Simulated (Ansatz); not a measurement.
Stress against strain in Ni

```
CELL_PARAMETERS angstrom
0.00000 1.76795 1.76795
1.76795 0.00000 1.76795
1.76795 1.76795 0.00000
ATOMIC_POSITIONS crystal
Ni 0.00000 0.00000 0.00000
```

Conventional cell: a = 3.536 Å, b = 3.536 Å, c = 3.536 Å, α = 90.00°, β = 90.00°, γ = 90.00°. Ni (atom 1) has 12 Ni at 2.50 Å as nearest neighbours.

The geometry is COD entry 2100640, unchecked; take it as a test cell.

The calculation used DFT, PBE, all-electron LAPW, scalar-relativistic (Ansatz 0.2.0).

The runs use a Γ-centred 20×20×20 k mesh, Fermi–Dirac smearing of 0.05 eV, basis error target 0.25 meV/atom, spin-polarised from start moments Ni 1.5 μB.

The strain is applied along the Cartesian axes of the cell as listed (γ is the engineering shear, twice εxy = εyz = εzx). Fractional coordinates are held (clamped ions).

σ is the change of stress from the unstrained cell, which is at -2.83 GPa; tension is positive, so slopes are stress–strain coefficients at that pressure. In a metal the k mesh adds noise.

Only quantities that a quadratic follows smoothly over the whole series are listed; rougher ones are left out.

| γ | σxy (GPa) |
| --- | --- |
| -0.0300 | -3.72 |
| -0.0200 | -2.50 |
| -0.0100 | -1.26 |
| 0.0000 | 0.00 |
| 0.0100 | 1.26 |
| 0.0300 | 3.81 |

Fit the series and read off the stiffness at zero strain.

Least-squares fits y = p0 + p1 x + p2 x² to the rows give σxy (GPa): p1 = 126, p2 = 54. So C44 (clamped ions) = 126 GPa.

One run, at γ = 0.0200, is withheld. Predict its row.

The fits give 2.53; the run gave 2.53.
